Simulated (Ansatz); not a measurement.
# Computed properties of O

```
CELL_PARAMETERS angstrom
0.00000 2.10755 3.34485
1.47835 0.00000 3.34485
1.47835 2.10755 0.00000
ATOMIC_POSITIONS crystal
O 0.08710 0.08710 0.91290
O 0.91290 0.91290 0.08710
```

Atoms are numbered in the order listed.

The geometry is COD entry 2106877, unchecked; take it as a test cell.

Solid oxygen carries moments on its molecules; these runs leave spin out.

Level of theory: Ansatz 0.2.0, DFT, PBE, all-electron LAPW, scalar-relativistic.

The runs use a Γ-centred 12×12×12 k mesh, Fermi–Dirac smearing of 0.01 eV, basis error target 0.25 meV/atom, no spin polarisation.

```
Density of states at the Fermi level (0.2 eV bin) : 1.38 states/eV per cell
Largest force                                     : 3.845 eV/Å on O1
Band gap                                          : none: bands cross the Fermi level, a metal
Volume per atom                                   : 10.42 Å³
```

**Question.** Give the computed value. Stress xx, yy, zz (compression positive).

**Answer.** -0.87, -5.68, 45.53 GPa.

**Question.** Give the computed value. Pressure at this cell.

**Answer.** 12.99 GPa.
